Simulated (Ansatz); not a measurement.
**Mo: from a trial structure to a relaxed crystal**

Level of theory: Ansatz, DFT PBEsol, scalar-relativistic, plane waves, PAW. Cutoff 420 eV, Γ-centred k mesh, Gaussian smearing, no spin polarisation in the final step.

Mo was placed on the indium (bct) structure type (I4/mmm, No. 139), at a guessed volume.

```xyz
1
Lattice="-1.3954 1.3954 2.1229 1.3954 -1.3954 2.1229 1.3954 1.3954 -2.1229" Properties=species:S:1:pos:R:3 pbc="T T T"
Mo    0.0000    0.0000    0.0000
```

Steps on the 8×8×8 mesh (1 atom). 9 of 10 steps are shown, and the free energy counts from the last. Trial steps that were taken back and renewals of the plane-wave basis can be among the rows.

```
step  ΔF (meV/atom) V (Å³/atom) P (GPa)
   1           68.5        16.54   -14.08
   2           50.9        14.66    16.59
   3            5.4        15.59    -0.66
   4            1.6        15.57     0.02
   5            0.8        15.59     0.57
   7           16.1        15.96    -6.39
   8            0.1        15.60    -0.05
   9           -0.1        15.59     0.04
  10            0.0        15.59     0.04
```

Steps on the 22×22×22 mesh (1 atom). 6 of 7 steps are shown, and the free energy counts from the last.

```tsv
step	ΔF (meV/atom)	V (Å³/atom)	P (GPa)
1	23.1	15.59	-0.06
2	5.4	15.73	-1.84
3	86.4	14.71	20.32
4	1.0	15.79	-2.28
5	0.0	15.64	0.09
7	0.0	15.65	0.01
```

A final relaxation ran on a 22×22×22 mesh. The relaxed crystal, I4/mmm (No. 139):

Space group I4/mmm (No. 139). a = 2.609 Å, b = 2.609 Å, c = 4.599 Å, α = 90.00°, β = 90.00°, γ = 90.00°
| atom | site | symmetry | x | y | z |
| --- | --- | --- | --- | --- | --- |
| Mo | 2a | 4/mmm | 0.0000 | 0.0000 | 0.0000 |

```json
{
 "Volume per atom": "15.65 Å³",
 "Density": "10.18 g/cm³",
 "Energy over the standard structure": "0.34 eV/atom",
 "Gap on the 22×22×22 mesh": "0 eV (a metal)"
}
```

Energies count from the standard state of Mo at the same level.

The final run used a 22×22×22 mesh on its 1-atom cell and 0.10 eV smearing. For metals, differences of a few meV/atom aren't resolved.

A structure relaxed within its symmetry needn't be a true minimum.